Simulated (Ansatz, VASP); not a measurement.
One calculation of C, two programs

```
C
1.0
     1.21596   -2.14796    0.00912
     1.22325    2.15217   -0.04137
    -0.09419   -0.08515    7.14765
C
4
Cartesian
  1.2120 1.7491 5.3140
  1.2021 -0.3988 1.6995
  1.2063 -1.8208 1.7354
  1.1714 0.2841 5.3304
```

Change from the starting cell: kmesh displaced: [4, 4, 2] Gamma-centred.

Alike in both runs: task single point; functional PBE; k mesh 4 × 4 × 2; occupations gaussian, width 0.1 eV; no spin polarisation.

```csv
,VASP,Ansatz
version,VASP 6.6.1,Ansatz 0.2.0
potentials or method,"VASP PAW PBE potentials, release 64 (C)","scalar-relativistic, plane waves, PAW"
plane-wave cutoff (eV),520,420
valence electrons in the cell,16,16
```

VASP gave:

* gap on the k mesh at the Fermi level (eV): 3.02
* least direct gap on the mesh (eV): 3.02
* pressure (GPa): 2.9
* largest component of the traceless stress (GPa): 9.85
* rms of the force components (eV/Å): 1.324

Question: Estimate Ansatz's values.

Answer: gap on the k mesh at the Fermi level (eV): 3.02; least direct gap on the mesh (eV): 3.02; pressure (GPa): 2.5; largest component of the traceless stress (GPa): 9.55; rms of the force components (eV/Å): 1.322.

Atom by atom the forces differ by 0.002 eV/Å (rms over components).

Caveats: the k mesh is coarse (spacing up to 0.74 Å⁻¹), so the values aren't converged; forces of over 1 eV/Å show positions far from the minimum, so gaps and moduli don't describe the material at rest.
